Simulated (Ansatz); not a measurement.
# AlN: the cost of one run

Computed with Ansatz 0.2.0 (DFT PBE, scalar-relativistic, plane waves, PAW, unless a step's input says otherwise).

1 further run of the same task is left out (set aside as unsound or not needed).

## (1) The starting structure

Symmetry: F-43m, No. 216, cubic system. Conventional cell: a = 4.403 Å, b = 4.403 Å, c = 4.403 Å, α = 90.00°, β = 90.00°, γ = 90.00°. Around Al (site symmetry -43m) lie 4 N at 1.91 Å. N (site symmetry -43m) is surrounded by 4 Al at 1.91 Å.

As a file:

```
Al N
1.0
     0.00000    2.20126    2.20126
     2.20126    0.00000    2.20126
     2.20126    2.20126    0.00000
Al N
1 1
Direct
  0.00000 0.00000 0.00000
  0.75000 0.75000 0.75000
```

It goes back to an entry of the Materials Project, which need not be the stable form.

This cell was relaxed beforehand with the same method: volume 10.67 Å³/atom, gap on the mesh 3.31 eV.

## (2) What is varied

The energy is mapped over two normal modes frozen in (zone-centre modes of the cell shown).

First coordinate, amplitude of mode 4 (635 cm⁻¹), largest displacement: 9 values from −0.097 Å. Second coordinate, amplitude of mode 5 (635 cm⁻¹), largest displacement: 9 values from −0.097 Å.

Nothing else is relaxed (the cell and all other modes fixed). Energies count from the relaxed high-symmetry cell. Points are written as (first, second).

The modes come from a phonon run on the reference cell, made beforehand.

The patterns, per unit of each coordinate (Å):

```csv
atom,x1,y1,z1,x2,y2,z2
Al1,-0.519,0.000,0.000,0.000,0.000,-0.519
N2,1.000,0.000,0.000,0.000,0.000,1.000
```

## (3) The run at (−0.097 Å, −0.097 Å)

The input, input.yaml:

```yaml
crystal:
  lattice:
    - [0.0, 2.2012588983, 2.2012588983]
    - [2.2012588983, 0.0, 2.2012588983]
    - [2.2012588983, 2.2012588983, 0.0]
  atoms:
    - { symbol: Al, position: [0.0, 0.0228759442, 0.0] }
    - { symbol: "N", position: [0.75, 0.7059343065, 0.75] }
basis:
  ecutwfc: 520.0
kpoints:
  mp_grid: { grid: [10, 10, 10] }
hamiltonian:
  xc: pbe
  pseudopotentials: { kind: paw, azcp: { folder: soft_1 } }
scf:
  occupations: { method: gaussian, width: 0.05 }
output:
  forces: true
  stress: true
  eigenvalues: true
  write_density: true
  write_potential: true
  elf: true
  volumetric_format: npy
```

The run is started by

```bash
$ ansatz run input.yaml --threads 1 --pin off --max-ram 2048MiB --backend cpu --events-out ev --progress --plain --runs-dir out
```

**Question.** How long does this run take on 1 thread of Arm Neoverse N1, shared host, and how much memory does it need?

About 15 s, with a peak of 0.36 GiB.
